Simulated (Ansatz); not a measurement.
## Ag in Ansatz: the effect of functional

Ag:

```
Ag
1.0
     0.00000    2.02904    2.02904
     2.02904    0.00000    2.02904
     2.02904    2.02904    0.00000
Ag
1
Cartesian
  0.0000 0.0000 0.0000
```

The cell isn't the ideal one: volume scaled by 0.98.

Alike in all runs:

- Program: Ansatz 0.2.0
- Task: single point
- Potentials or basis: Ansatz PAW
- k mesh: 11 × 11 × 11
- Occupations: fermi-dirac, width 0.05 eV
- Spin: no spin polarisation

```tsv
functional	cutoff	pressure (GPa)
LDA	420 eV (not typed: the program's choice for these potentials)	-5.6
r2SCAN	500 eV (not typed: the program's choice for these potentials)	?
PBE	420 eV (not typed: the program's choice for these potentials)	6.9
```

Q: What does the run with functional r2SCAN give?

A: Pressure 3.5 GPa.

Caveats: the PAW data sets come from PBE, with cores solved anew for the run's functional, which leaves a small shift of forces and pressure (some runs).
